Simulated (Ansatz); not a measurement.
How far is PAW off for CdS?

```xyz
2
Lattice="0.0000 2.9430 2.9430 2.9430 0.0000 2.9430 2.9430 2.9430 0.0000" Properties=species:S:1:pos:R:3 pbc="T T T"
Cd    0.0000    0.0000    0.0000
S     4.4144    4.4144    4.4144
```

Atom numbers follow the list: Cd1, S2.

Conventional cell: a = 5.886 Å, b = 5.886 Å, c = 5.886 Å, α = 90.00°, β = 90.00°, γ = 90.00°. Around Cd (atom 1) lie 4 S at 2.55 Å. S (atom 2) is surrounded by 4 Cd at 2.55 Å.

The cell is the one relaxed in the Materials Project (mp-2469), not relaxed further here; entries there can be hypothetical.

Levels of theory: DFT, PBEsol, PAW with Ansatz's default frozen-core files, scalar-relativistic (Ansatz 0.2.0); DFT, PBEsol, all-electron PAW with datasets made for the crystal, scalar-relativistic (Ansatz 0.2.0); DFT, PBEsol, all-electron LAPW, scalar-relativistic (Ansatz 0.2.0).

For PAW: a Γ-centred 7×7×7 k mesh, Fermi–Dirac smearing of 0.02 eV, cutoff 420 eV, no spin polarisation; the PAW files were made with PBE, and the program remakes their frozen cores for this functional. The crystal-made all-electron datasets (AE datasets) take a cutoff of 260 eV at this cell. LAPW targets a basis error of 0.5 meV/atom. The Ansatz runs share mesh, smearing and spin set-up. Plane-wave (PAW) pressures include the program's estimate of the Pulay term.

Stress and pressure are positive in compression.

Levels count from the top of the valence band.

| quantity | PAW | AE datasets | LAPW |
| --- | --- | --- | --- |
| pressure (GPa) | -1.80 | -1.78 | -1.78 |
| band gap (eV) | 0.947 | 0.948 | 0.948 |
| highest filled level at X (eV) | -1.815 | -1.814 | -1.814 |
| lowest empty level at X (eV) | 3.441 | 3.441 | 3.441 |
| highest filled level at L (eV) | -0.724 | -0.724 | -0.724 |
| lowest empty level at L (eV) | 2.847 | 2.848 | 2.848 |

PAW's pressure differs from the LAPW value by -0.02 GPa.
